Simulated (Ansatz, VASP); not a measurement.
# Two plane-wave programs on InP

```
CELL_PARAMETERS angstrom
0.00000 2.85500 2.85500
2.85500 0.00000 2.85500
2.85500 2.85500 0.00000
ATOMIC_POSITIONS crystal
In 0.00000 0.00000 0.00000
P 0.50000 0.50000 0.50000
```

Measurements of this composition are mostly on another form, of space group No. 216.

Alike in both runs: task single point; functional PBE; k mesh 6 × 6 × 6; occupations gaussian, width 0.1 eV; no spin polarisation.

|  | VASP | Ansatz |
| --- | --- | --- |
| version | VASP 6.6.1 | Ansatz 0.2.0 |
| potentials or method | VASP PAW PBE potentials, release 64 (In_d, P) | scalar-relativistic, plane waves, PAW |
| plane-wave cutoff (eV) | 520 | 420 |
| valence electrons in the cell | 18 | 18 |

VASP gave:

* gap on the k mesh at the Fermi level (eV): none
* pressure (GPa): -5.0

Task: Estimate Ansatz's values.

Result: gap on the k mesh at the Fermi level (eV): none; pressure (GPa): -5.1.

A gap of «none» marks a metal or a gap that the smearing closes.
